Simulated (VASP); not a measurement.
A run of VASP 6.6.1 is set up as follows.

File run.py:

```python
from ase.calculators.vasp import Vasp
from ase.dft.bandgap import bandgap
from ase.io import read

atoms = read('CoO.cif', primitive_cell=True, subtrans_included=False)
atoms.set_initial_magnetic_moments([0.0, 2.0])
calc = Vasp(
    directory='calc',
    xc='pbe',
    pp='PBE',
    setups={'base': 'minimal', 'O': '_GW', 'Co': '_GW'},
    prec='Accurate',
    encut=550,
    ediff=1e-06,
    ismear=0,
    sigma=0.1,
    lreal=False,
    lasph=True,
    nelm=100,
    algo='Fast',
    isif=2,
    lwave=False,
    lcharg=True,
    ispin=2,
    lorbit=11,
    lmaxmix=4,
    lelf=True,
    lvhar=True,
    kpts=[11, 11, 11],
    gamma=True,
    nbands=18,
)
atoms.calc = calc

print('energy (eV):', atoms.get_potential_energy())
print('free energy (eV):', atoms.get_potential_energy(force_consistent=True))
print('forces (eV/A):')
print(atoms.get_forces())
print('stress (eV/A^3, Voigt):', atoms.get_stress())
print('Fermi level (eV):', calc.get_fermi_level())
print('moment (muB):', atoms.get_magnetic_moment())
print('site moments (muB):', atoms.get_magnetic_moments())
gap, top, bottom = bandgap(calc)
print('band gap (eV):', gap, 'from (spin, k, band)', top, 'to', bottom)
```

File CoO.cif:

```cif
data_CoO
_cell_length_a 3.01093909
_cell_length_b 3.01093909
_cell_length_c 7.31978072
_cell_angle_alpha 90.00000000
_cell_angle_beta 90.00000000
_cell_angle_gamma 120.00000000
_space_group_name_H-M_alt 'R-3m'
_space_group_name_Hall '-R 3 2"'
_space_group_IT_number 166
loop_
_space_group_symop_operation_xyz
'x,y,z'
'-x,-y,-z'
'-y,x-y,z'
'y,-x+y,-z'
'-x+y,-x,z'
'x-y,x,-z'
'y,x,-z'
'-y,-x,z'
'x-y,-y,-z'
'-x+y,y,z'
'-x,-x+y,-z'
'x,x-y,z'
'x+2/3,y+1/3,z+1/3'
'-x+2/3,-y+1/3,-z+1/3'
'-y+2/3,x-y+1/3,z+1/3'
'y+2/3,-x+y+1/3,-z+1/3'
'-x+y+2/3,-x+1/3,z+1/3'
'x-y+2/3,x+1/3,-z+1/3'
'y+2/3,x+1/3,-z+1/3'
'-y+2/3,-x+1/3,z+1/3'
'x-y+2/3,-y+1/3,-z+1/3'
'-x+y+2/3,y+1/3,z+1/3'
'-x+2/3,-x+y+1/3,-z+1/3'
'x+2/3,x-y+1/3,z+1/3'
'x+1/3,y+2/3,z+2/3'
'-x+1/3,-y+2/3,-z+2/3'
'-y+1/3,x-y+2/3,z+2/3'
'y+1/3,-x+y+2/3,-z+2/3'
'-x+y+1/3,-x+2/3,z+2/3'
'x-y+1/3,x+2/3,-z+2/3'
'y+1/3,x+2/3,-z+2/3'
'-y+1/3,-x+2/3,z+2/3'
'x-y+1/3,-y+2/3,-z+2/3'
'-x+y+1/3,y+2/3,z+2/3'
'-x+1/3,-x+y+2/3,-z+2/3'
'x+1/3,x-y+2/3,z+2/3'
loop_
_atom_site_label
_atom_site_type_symbol
_atom_site_symmetry_multiplicity
_atom_site_Wyckoff_symbol
_atom_site_fract_x
_atom_site_fract_y
_atom_site_fract_z
_atom_site_occupancy
Co1 Co 3 a 0.0000000000 0.0000000000 0.0000000000 1
O1 O 3 b 0.3333333333 0.6666666667 0.1666666667 1
```

Potentials or basis: VASP PAW PBE potentials, release 64 (O_GW, Co_GW).

Run with:

```console
$ python run.py
```

(1) What does it give for the band gap on the k mesh?

(2) Predict the pressure.

(3) Predict the site moments.

(4) What does it give for the net moment?

Results:

(1) none (metal or under the smearing width).

(2) -1.1 GPa.

(3) O +0.30; Co +2.53 μB.

(4) 2.89 μB per cell.

Caveat: a cell with one magnetic atom can't hold antiferromagnetic order, which such compounds often take; semilocal functionals often make such compounds metallic where correlation or magnetic order opens a gap, which also shifts bond lengths.
